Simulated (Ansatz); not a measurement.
## InSe: computed properties

All numbers below come from DFT r2SCAN, scalar-relativistic, plane waves, PAW (Ansatz).

Plane waves to 500 eV, a k mesh through Γ of 12×12×12 on the computed 4-atom cell and Gaussian smearing (0.02 eV); no spin polarisation.

The structure is relaxed at this level of theory with its symmetry kept.

```cif
data_structure
_symmetry_space_group_name_H-M 'P 1'
_symmetry_Int_Tables_number 1
_cell_length_a 8.9944
_cell_length_b 8.9944
_cell_length_c 8.9944
_cell_angle_alpha 25.980
_cell_angle_beta 25.980
_cell_angle_gamma 25.980
_cell_volume 122.99
loop_
_atom_site_label
_atom_site_type_symbol
_atom_site_fract_x
_atom_site_fract_y
_atom_site_fract_z
_atom_site_occupancy
In1 In 0.00240 0.00240 0.00240 1
In2 In 0.10978 0.10978 0.10978 1
Se1 Se 0.62077 0.62077 0.62077 1
Se2 Se 0.82475 0.82475 0.82475 1
```

Problem. Formation energy from the elements' standard states (uncorrected)?

Solution. -0.682 eV/atom.

Problem. Generalised Kohn–Sham band gap?

Solution. 0.92 eV, direct at T.

Problem. Löwdin character of the top 1 eV of the valence band?

Solution. Se 4p 67 %, In 5p 21 %, In 5s 8 %.

Problem. Löwdin character of the lowest 1 eV of the conduction band?

Solution. In 5p 34 %, Se 4p 29 %, In 5s 24 %, Se 4s 9 %, unprojected 4 %.

Problem. Electron masses at the edge by Cartesian direction of the computed cell, whose vectors are (2.022, 1.167, 8.686), (-2.022, 1.167, 8.686), (0.000, -2.335, 8.686) Å (m_e; degenerate bands sorted by energy; no spin-orbit coupling)?

Solution. x: 0.15; y: 0.15; z: 0.11.

Problem. Hole masses at the edge by Cartesian direction of the computed cell, whose vectors are (2.022, 1.167, 8.686), (-2.022, 1.167, 8.686), (0.000, -2.335, 8.686) Å (m_e; degenerate bands sorted by energy; no spin-orbit coupling)?

Solution. x: 2.0; y: 2.0; z: 0.10.

Problem. Bader charges (e)?

Solution. In (1 in the cell) 0.77, In (1 in the cell) 0.77, Se (1 in the cell) -0.77, Se (1 in the cell) -0.77.

Each cell of InSe holds layers, and where no dispersion correction was added their binding is poorly described.

Cost: 3 runs of about 9.9 core-minutes in all, on Intel Xeon 6975P-C (Granite Rapids) (shared hosts).